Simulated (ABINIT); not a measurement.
# Te2Mo (P6_3/mmc) in ABINIT: notebook

Aim: see how the results for Te2Mo move with the level of theory and the settings. Levels: LDA, PBEsol, r2SCAN. Tasks: band structure.

Everything below comes from runs of ABINIT 10.8.3 (patched build). Logs are shortened: lines on timing, memory, paths and dates and some standing lists are left out, and cuts for length are marked. The log counts tension as positive stress, the text compression.

**The experiment to reproduce.**

From “Broadband infrared study of pressure-tunable Fano resonance and metallization transition in 2H-MoTe2”, 2022, pmc:9569381, for a bulk crystal of Te2Mo at 300 K: band gap 0.88 ± 0.05 eV (indirect).

The results are compared with them further down.

## (1) Starting point

The structure is hexagonal, space group P6_3/mmc (No. 194). The conventional cell has a = 3.518 Å, b = 3.518 Å, c = 13.974 Å, α = 90.00°, β = 90.00°, γ = 120.00°. Te (site symmetry 3m) is surrounded by 3 Mo at 2.72 Å. Around Mo (site symmetry -6m2) lie 6 Te at 2.72 Å.

## (2) Band structure, LDA

Input file run.abi:

```
ndtset 2

pp_dirpath "./"
pseudos "Te.LDA_PW-JTH.xml, Mo.LDA_PW-JTH.xml"

acell 3*1.0 Angstrom
rprim
     3.5182000000     0.0000000000     0.0000000000
    -1.7591000000     3.0468505756     0.0000000000
     0.0000000000     0.0000000000    13.9736000000
ntypat 2
znucl 52 42
natom 6
typat 1 1 1 1 2 2
xred
     0.6666666667     0.3333333333     0.3790000000
     0.3333333333     0.6666666667     0.8790000000
     0.6666666667     0.3333333333     0.1210000000
     0.3333333333     0.6666666667     0.6210000000
     0.6666666667     0.3333333333     0.7500000000
     0.3333333333     0.6666666667     0.2500000000

ecut 408.170794 eV
pawecutdg 30.0

ixc 7

occopt 3
tsmear 0.05 eV

nstep 100

iomode 3
prtwf 0
prteig 0
prtebands 0
prtden1 1

kptopt1 1
ngkpt1 9 9 2
nshiftk1 1
shiftk1 0.0 0.0 0.0
nband1 32
tolvrs1 1.0e-9

iscf2 -2
getden2 1
nband2 38
nbdbuf2 4
tolwfr2 1.0e-11
kptopt2 -7
ndivsm2 8
prteig2 1
prtvol2 -3
kptbounds2
     0.0000000000     0.0000000000     0.0000000000
     0.5000000000     0.0000000000     0.0000000000
     0.3333333333     0.3333333333     0.0000000000
     0.0000000000     0.0000000000     0.0000000000
     0.0000000000     0.0000000000     0.5000000000
     0.5000000000     0.0000000000     0.5000000000
     0.3333333333     0.3333333333     0.5000000000
     0.0000000000     0.0000000000     0.5000000000
```

Potentials or basis: JTH PAW LDA v2.0.

The run is started by

```console
$ abinit run.abi > log 2>&1
```

run.abo:

```text
.Version 10.8.3 of ABINIT
 DATASET    1 : space group P6_3/m m c (#194); Bravais hP (primitive hexag.)
================================================================================
 Values of the parameters that define the memory need for DATASET  1.
     intxc =       0    ionmov =       0      iscf =      17    lmnmax =      18
     lnmax =       6     mgfft =      96  mpssoang =       3    mqgrid =    6511
     natom =       6  nloc_mem =       2    nspden =       1   nspinor =       1
    nsppol =       1      nsym =      24    n1xccc =       1    ntypat =       2
    occopt =       3   xclevel =       1
       mpw =        2818          nfft =       55296          nkpt =          24
 PAW method is used; the additional fine FFT grid is defined by:
   mgfftf=       135    nfftf =    174960
================================================================================
================================================================================

 DATASET    2 : space group P6_3/m m c (#194); Bravais hP (primitive hexag.)
================================================================================
 Values of the parameters that define the memory need for DATASET  2.
     intxc =       0    ionmov =       0      iscf =      -2    lmnmax =      18
     lnmax =       6     mgfft =      96  mpssoang =       3    mqgrid =    6511
     natom =       6  nloc_mem =       2    nspden =       1   nspinor =       1
    nsppol =       1      nsym =      24    n1xccc =       1    ntypat =       2
    occopt =       3   xclevel =       1
       mpw =        2838          nfft =       55296          nkpt =         209
 PAW method is used; the additional fine FFT grid is defined by:
   mgfftf=       135    nfftf =    174960
================================================================================
================================================================================

--------------------------------------------------------------------------------
------------- Echo of variables that govern the present computation ------------
--------------------------------------------------------------------------------
 -outvars: echo values of preprocessed input variables --------
            acell      1.8897261259E+00  1.8897261259E+00  1.8897261259E+00 Bohr
              amu      1.27600000E+02  9.59400000E+01
             ecut      1.50000000E+01 Hartree
           getden1          0
           getden2          1
             iscf1         17
             iscf2         -2
              ixc           7
           jdtset        1    2
           kptopt1          1
           kptopt2         -7
         kptrlatt        9    0    0      0    9    0      0    0    2
          kptrlen1     5.28125540E+01
          kptrlen2     3.00000000E+01
            natom           6
            nband1         32
            nband2         38
           nbdbuf1          0
           nbdbuf2          4
           ndtset           2
           ndivsm1          0
           ndivsm2          8
            ngfft          24      24      96
          ngfftdg          36      36     135
             nkpt1         24
             nkpt2        209
            nstep         100
             nsym          24
           ntypat           2
           occopt           3
        pawecutdg      3.00000000E+01 Hartree
        prtebands           0
           prteig1          0
           prteig2          1
           prtvol1          0
           prtvol2         -3
            prtwf           0
            rprim      3.5182000000E+00  0.0000000000E+00  0.0000000000E+00
                      -1.7591000000E+00  3.0468505756E+00  0.0000000000E+00
                       0.0000000000E+00  0.0000000000E+00  1.3973600000E+01
           shiftk1     0.00000000E+00  0.00000000E+00  0.00000000E+00
           shiftk2     5.00000000E-01  5.00000000E-01  5.00000000E-01
          spgroup         194
           tolvrs1     1.00000000E-09
           tolvrs2     0.00000000E+00
           tolwfr1     0.00000000E+00
           tolwfr2     1.00000000E-11
           tsmear      1.83746611E-03 Hartree
            typat      1  1  1  1  2  2
           useylm           1
           xangst      1.7591000000E+00  1.0156168585E+00  5.2959944000E+00
                      -6.4028626442E-17  2.0312337171E+00  1.2282794400E+01
[... 3012 lines left out ...]
 -1.1400E-02 -1.1400E-02 -1.1393E-02 -1.1393E-02  8.8987E-02  8.8988E-02
  1.6322E-01  1.6642E-01

--- !ResultsGS
iteration_state: {dtset: 2, }
comment   : Summary of ground state results
lattice_vectors:
- [  6.6484345,   0.0000000,   0.0000000, ]
- [ -3.3242172,   5.7577131,   0.0000000, ]
- [  0.0000000,   0.0000000,  26.4062770, ]
lattice_lengths: [   6.64843,    6.64843,   26.40628, ]
lattice_angles: [ 90.000,  90.000, 120.000, ] # degrees, (23, 13, 12)
lattice_volume:   1.0108264E+03
[... 26 lines left out ...]

================================================================================

 ----iterations are completed or convergence reached----

 Mean square residual over all n,k,spin=   58.173E-13; max=  99.962E-13
 reduced coordinates (array xred) for    6 atoms
       0.666666666667      0.333333333333      0.379000000000
       0.333333333333      0.666666666667      0.879000000000
       0.666666666667      0.333333333333      0.121000000000
       0.333333333333      0.666666666667      0.621000000000
       0.666666666667      0.333333333333      0.750000000000
       0.333333333333      0.666666666667      0.250000000000

 cartesian coordinates (angstrom) at end:
    1      1.75910000000000     1.01561685853333     5.29599440000000
    2     -0.00000000000000     2.03123371706667    12.28279440000000
    3      1.75910000000000     1.01561685853333     1.69080560000000
    4     -0.00000000000000     2.03123371706667     8.67760560000000
    5      1.75910000000000     1.01561685853333    10.48020000000000
    6     -0.00000000000000     2.03123371706667     3.49340000000000
 length scales=  1.889726125908  1.889726125908  1.889726125908 bohr
              =  1.000000000000  1.000000000000  1.000000000000 angstroms
 Eigenvalues (hartree) for nkpt= 209  k points:
 kpt#   1, nband= 38, wtk=  1.00000, kpt=  0.0000  0.0000  0.0000 (reduced coord)
  -2.36120   -2.36120   -1.41364   -1.41364   -1.40866   -1.40866   -1.40866   -1.40866
  -0.61269   -0.60103   -0.58136   -0.56322   -0.34768   -0.30007   -0.24621   -0.19776
  -0.19776   -0.19727   -0.19727   -0.16872   -0.16872   -0.16852   -0.16735   -0.16735
  -0.14227   -0.12848   -0.02426   -0.02426   -0.01994   -0.01994   -0.01716   -0.01716
  -0.00771   -0.00771    0.07481    0.09629    0.14148    0.15318
 kpt#   2, nband= 38, wtk=  1.00000, kpt=  0.0135  0.0000  0.0000 (reduced coord)
  -2.36120   -2.36120   -1.41364   -1.41364   -1.40867   -1.40867   -1.40866   -1.40866
  -0.61259   -0.60093   -0.58129   -0.56315   -0.34757   -0.29996   -0.24625   -0.19799
  -0.19769   -0.19749   -0.19719   -0.16922   -0.16886   -0.16849   -0.16748   -0.16737
  -0.14191   -0.12858   -0.02474   -0.02422   -0.02038   -0.01980   -0.01766   -0.01740
  -0.00843   -0.00790    0.07544    0.09683    0.14145    0.15392
 kpt#   3, nband= 38, wtk=  1.00000, kpt=  0.0270  0.0000  0.0000 (reduced coord)
  -2.36120   -2.36120   -1.41363   -1.41363   -1.40869   -1.40869   -1.40867   -1.40867
  -0.61231   -0.60065   -0.58108   -0.56297   -0.34725   -0.29965   -0.24639   -0.19867
  -0.19815   -0.19746   -0.19695   -0.17066   -0.16928   -0.16839   -0.16787   -0.16743
  -0.14094   -0.12888   -0.02610   -0.02407   -0.02168   -0.01940   -0.01912   -0.01813
[... 1223 lines left out ...]
  -0.13197   -0.13196   -0.02502   -0.02501   -0.02302   -0.02301   -0.01371   -0.01370
  -0.01208   -0.01208    0.09131    0.09131    0.16396    0.16497
 kpt# 208, nband= 38, wtk=  1.00000, kpt=  0.0079  0.0079  0.5000 (reduced coord)
  -2.36120   -2.36120   -1.41364   -1.41364   -1.40867   -1.40867   -1.40866   -1.40866
  -0.60812   -0.60811   -0.57099   -0.57098   -0.32936   -0.32936   -0.20606   -0.20605
  -0.19774   -0.19774   -0.19744   -0.19744   -0.16817   -0.16817   -0.16806   -0.16806
  -0.13193   -0.13192   -0.02364   -0.02363   -0.02312   -0.02312   -0.01199   -0.01199
  -0.01157   -0.01157    0.08958    0.08958    0.16305    0.16463
 kpt# 209, nband= 38, wtk=  1.00000, kpt=  0.0000  0.0000  0.5000 (reduced coord)
  -2.36120   -2.36120   -1.41364   -1.41364   -1.40866   -1.40866   -1.40866   -1.40866
  -0.60821   -0.60821   -0.57105   -0.57105   -0.32947   -0.32946   -0.20594   -0.20593
  -0.19752   -0.19752   -0.19752   -0.19752   -0.16803   -0.16803   -0.16803   -0.16803
  -0.13192   -0.13191   -0.02316   -0.02316   -0.02316   -0.02316   -0.01140   -0.01140
  -0.01139   -0.01139    0.08899    0.08899    0.16322    0.16642

== END DATASET(S) ==============================================================
================================================================================

 -outvars: echo values of variables after computation  --------
            acell      1.8897261259E+00  1.8897261259E+00  1.8897261259E+00 Bohr
           etotal1    -1.7188512257E+02
            fcart1     1.6875183429E-29  7.7943133564E-30 -3.2632004195E-03
                      -8.4375917146E-30 -6.8200241868E-30 -3.2632004195E-03
                       1.1812628400E-29  4.8714458477E-30  3.2632004195E-03
                      -3.3750366858E-30  7.7943133564E-30  3.2632004195E-03
                       8.2688398803E-29  4.5791590969E-29 -0.0000000000E+00
                      -9.9563582232E-29 -5.9431639342E-29 -0.0000000000E+00
            rprim      3.5182000000E+00  0.0000000000E+00  0.0000000000E+00
                      -1.7591000000E+00  3.0468505756E+00  0.0000000000E+00
                       0.0000000000E+00  0.0000000000E+00  1.3973600000E+01
           strten1     7.5214757467E-05  7.5214757375E-05  6.9428557094E-05
                       0.0000000000E+00  0.0000000000E+00  0.0000000000E+00
           xangst      1.7591000000E+00  1.0156168585E+00  5.2959944000E+00
                      -6.4028626442E-17  2.0312337171E+00  1.2282794400E+01
                       1.7591000000E+00  1.0156168585E+00  1.6908056000E+00
                      -6.4028626442E-17  2.0312337171E+00  8.6776056000E+00
                       1.7591000000E+00  1.0156168585E+00  1.0480200000E+01
                      -6.4028626442E-17  2.0312337171E+00  3.4934000000E+00
             xred      6.6666666667E-01  3.3333333333E-01  3.7900000000E-01
                       3.3333333333E-01  6.6666666667E-01  8.7900000000E-01
                       6.6666666667E-01  3.3333333333E-01  1.2100000000E-01
                       3.3333333333E-01  6.6666666667E-01  6.2100000000E-01
                       6.6666666667E-01  3.3333333333E-01  7.5000000000E-01
                       3.3333333333E-01  6.6666666667E-01  2.5000000000E-01
 Calculation completed.
```

Run time: 9.8 min. Hardware: 1 thread of Arm Neoverse V1, shared host; peak memory 0.48 GiB.

What came out:

```yaml
Free_energy: -4677.2325 eV
Pressure: -2.2 GPa
Largest_force: 0.168 eV/Å
Band_gap_on_the_k_mesh: 0.71 eV, indirect (least direct gap 1.03 eV)
Band_gap_along_the_path: 0.63 eV, indirect (least direct gap 1.03 eV)
Valence_electrons_inside_the_program's_atomic_spheres: Te 3.19, 3.18; Mo 11.26
```

Forces in eV/Å, atoms in the order of the input:
```
Te   0.000  0.000 -0.168
Te   0.000  0.000 -0.168
Te   0.000  0.000  0.168
Te   0.000  0.000  0.168
Mo   0.000  0.000  0.000
Mo   0.000  0.000  0.000
```

Levels at the corners of the path, in eV from the valence-band top:
```
point  band 24  band 25  band 26  band 27  band 28  band 29
    Γ    -1.06    -0.38     0.00     2.84     2.84     2.95
    M    -0.97    -0.66    -0.38     1.23     1.30     1.39
    K    -1.88    -0.34    -0.11     0.93     0.93     1.06
    Γ    -1.06    -0.38     0.00     2.84     2.84     2.95
    A    -1.08    -0.09    -0.09     2.87     2.87     2.87
    L    -0.99    -0.52    -0.52     1.26     1.26     1.58
    H    -2.04    -0.25    -0.25     0.93     0.93     1.55
    A    -1.08    -0.09    -0.09     2.87     2.87     2.87
```

Caveat: spin-orbit coupling is left out, which moves the levels of the heavy elements.

## (3) Band structure, PBEsol

Changes to run.abi since step 2:

```diff
@@ -3,3 +3,3 @@
 pp_dirpath "./"
-pseudos "Te.LDA_PW-JTH.xml, Mo.LDA_PW-JTH.xml"
+pseudos "Te.GGA_PBE-JTH.xml, Mo.GGA_PBE-JTH.xml"
 
@@ -24,4 +24,5 @@
 pawecutdg 30.0
+pawxcdev 0
 
-ixc 7
+ixc -116133
```

Potentials or basis: JTH PAW PBE v2.0.

The run is started by

```console
$ abinit run.abi > log 2>&1
```

Run time: 10 min. Hardware: 1 thread of Arm Neoverse V1, shared host; peak memory 0.5 GiB.

The run converged. Its results:

- Free energy: -4655.5643 eV
- Pressure: -0.1 GPa
- Largest force: 0.058 eV/Å
- Band gap on the k mesh: 0.72 eV, indirect (least direct gap 1.04 eV)
- Band gap along the path: 0.64 eV, indirect (least direct gap 1.04 eV)
- Valence electrons inside the program's atomic spheres: Te 3.17, 3.16; Mo 11.26

Forces on the atoms (eV/Å):
```
Te   0.000  0.000  0.058
Te   0.000  0.000  0.058
Te   0.000  0.000 -0.058
Te   0.000  0.000 -0.058
Mo   0.000  0.000  0.000
Mo   0.000  0.000  0.000
```

Stress tensor (GPa, compression positive):
```
-0.33  0.00  0.00
 0.00 -0.33  0.00
 0.00  0.00  0.45
```

Levels at the corners of the path, in eV from the valence-band top:
| point | band 22 | band 23 | band 24 | band 25 | band 26 | band 27 | band 28 | band 29 | band 30 | band 31 |
| --- | --- | --- | --- | --- | --- | --- | --- | --- | --- | --- |
| Γ | -1.09 | -1.05 | -1.05 | -0.38 | 0.00 | 2.86 | 2.86 | 2.98 | 2.98 | 3.06 |
| M | -1.86 | -1.08 | -0.99 | -0.66 | -0.37 | 1.25 | 1.31 | 1.40 | 1.74 | 2.53 |
| K | -3.19 | -1.88 | -1.88 | -0.34 | -0.10 | 0.94 | 0.94 | 1.05 | 2.13 | 2.26 |
| Γ | -1.09 | -1.05 | -1.05 | -0.38 | 0.00 | 2.86 | 2.86 | 2.98 | 2.98 | 3.06 |
| A | -1.07 | -1.07 | -1.07 | -0.09 | -0.09 | 2.89 | 2.89 | 2.89 | 2.89 | 3.22 |
| L | -1.98 | -1.02 | -1.02 | -0.51 | -0.51 | 1.27 | 1.27 | 1.59 | 1.59 | 2.97 |
| H | -2.82 | -2.04 | -2.04 | -0.25 | -0.25 | 0.94 | 0.94 | 1.54 | 1.54 | 2.34 |
| A | -1.07 | -1.07 | -1.07 | -0.09 | -0.09 | 2.89 | 2.89 | 2.89 | 2.89 | 3.22 |

Caveat: the PAW data sets were made with another functional, which shifts forces and pressure a little; spin-orbit coupling is left out, which moves the levels of the heavy elements; this functional lacks dispersion, which binds the layers, so the pressure and a relaxed spacing across them are unreliable.

## (4) Band structure, r2SCAN

Changes to run.abi since step 3:

```diff
@@ -22,7 +22,8 @@
 
-ecut 408.170794 eV
-pawecutdg 30.0
+ecut 489.804952 eV
+pawecutdg 36.0
+
+ixc -497498
+usekden 1
 pawxcdev 0
-
-ixc -116133
 
@@ -38,5 +39,6 @@
 prtden1 1
+prtkden1 1
 
 kptopt1 1
-ngkpt1 9 9 2
+ngkpt1 8 8 2
 nshiftk1 1
@@ -44,3 +46,3 @@
 nband1 32
-tolvrs1 1.0e-9
+tolvrs1 1.0e-7
 
@@ -48,2 +50,3 @@
 getden2 1
+getkden2 1
 nband2 38
```

The run is started by

```console
$ abinit run.abi > log 2>&1
```

It took 37 min on 1 thread of Arm Neoverse V1, shared host; peak memory 0.66 GiB.

Results (log left out):

```yaml
Free_energy: -1399.4437 eV
Pressure: 3.2 GPa
Largest_force: 0.068 eV/Å
Band_gap_on_the_k_mesh: 0.86 eV, indirect (least direct gap 1.30 eV)
Band_gap_along_the_path: 0.77 eV, indirect (least direct gap 1.13 eV)
Valence_electrons_inside_the_program's_atomic_spheres: Te 3.18; Mo 11.27
```

Forces in eV/Å, atoms in the order of the input:
```
Te   0.000  0.000  0.068
Te   0.000  0.000  0.068
Te   0.000  0.000 -0.068
Te   0.000  0.000 -0.068
Mo   0.000  0.000  0.000
Mo   0.000  0.000  0.000
```

Stress tensor (GPa, compression positive):
```
3.44 0.00 0.00
0.00 3.44 0.00
0.00 0.00 2.86
```

Levels at the corners of the path, in eV from the valence-band top:
| point | band 22 | band 23 | band 24 | band 25 | band 26 | band 27 | band 28 | band 29 | band 30 | band 31 |
| --- | --- | --- | --- | --- | --- | --- | --- | --- | --- | --- |
| Γ | -1.14 | -1.14 | -1.11 | -0.47 | 0.00 | 2.97 | 2.97 | 3.09 | 3.09 | 3.18 |
| M | -2.01 | -1.11 | -1.02 | -0.76 | -0.47 | 1.33 | 1.39 | 1.53 | 1.86 | 2.80 |
| K | -3.38 | -2.04 | -2.04 | -0.32 | -0.09 | 1.03 | 1.03 | 1.19 | 2.25 | 2.41 |
| Γ | -1.14 | -1.14 | -1.11 | -0.47 | 0.00 | 2.97 | 2.97 | 3.09 | 3.09 | 3.18 |
| A | -1.16 | -1.16 | -1.16 | -0.12 | -0.12 | 3.00 | 3.00 | 3.00 | 3.00 | 3.35 |
| L | -2.12 | -1.05 | -1.05 | -0.62 | -0.62 | 1.36 | 1.36 | 1.71 | 1.71 | 3.25 |
| H | -3.00 | -2.21 | -2.21 | -0.23 | -0.23 | 1.04 | 1.04 | 1.67 | 1.67 | 2.47 |
| A | -1.16 | -1.16 | -1.16 | -0.12 | -0.12 | 3.00 | 3.00 | 3.00 | 3.00 | 3.35 |

Caveat: totals of a meta-GGA on PAW files have another zero than those of a GGA; the PAW data sets were made with another functional, which shifts forces and pressure a little; spin-orbit coupling is left out, which moves the levels of the heavy elements; the mesh misses the band edges, which the band path finds closer together.

## (5) Summary

```tsv
level	potentials or basis	k mesh	cutoff (eV)	fine-grid cutoff	gap on the mesh (eV)	pressure (GPa)	largest force (eV/Å)
LDA	JTH PAW LDA v2.0	9 × 9 × 2	408	816.342 eV	0.71	-2.2	0.17
PBEsol	JTH PAW PBE v2.0	9 × 9 × 2	408	816.342 eV	0.72	-0.1	0.06
r2SCAN	JTH PAW PBE v2.0	8 × 8 × 2	490	979.61 eV	0.86	3.2	0.07
```

Alike in all rows: task band structure; no spin polarisation; cell as given; smearing fermi-dirac 0.05 eV.

Caveats: spin-orbit coupling is left out, which moves the levels of the heavy elements; the PAW data sets were made with another functional, which shifts forces and pressure a little (some runs); this functional lacks dispersion, which binds the layers, so the pressure and a relaxed spacing across them are unreliable (some runs); totals of a meta-GGA on PAW files have another zero than those of a GGA (some runs); the mesh misses the band edges, which the band path finds closer together (some runs).

Absolute energies hang on the potentials; compare differences alone.

## (6) Comparison with measurements

Step 2. Measured gap of Te2Mo: 0.88 eV (indirect; 300 K; quoted in “Broadband infrared study of pressure-tunable Fano resonance and metallization transition in 2H-MoTe2”, 2022, pmc:9569381). This calculation gives 0.63 eV (-0.25 eV). Spin-orbit coupling on Mo, Te is left out. The value is that of LDA, without temperature or zero-point motion. Semilocal functionals fall short of measured gaps as a rule.

Step 3. Measured gap of Te2Mo: 0.88 eV (indirect; 300 K; quoted in “Broadband infrared study of pressure-tunable Fano resonance and metallization transition in 2H-MoTe2”, 2022, pmc:9569381). This calculation gives 0.64 eV (-0.24 eV). Spin-orbit coupling on Mo, Te is left out. The value is that of PBEsol, without temperature or zero-point motion. Semilocal functionals fall short of measured gaps as a rule.

Step 4. Against the measured gap of Te2Mo, 0.88 eV (indirect; 300 K; quoted in “Broadband infrared study of pressure-tunable Fano resonance and metallization transition in 2H-MoTe2”, 2022, pmc:9569381), the calculated 0.77 eV is off by -0.11 eV. Spin-orbit coupling on Mo, Te is left out. The value is that of r2SCAN, without temperature or zero-point motion.
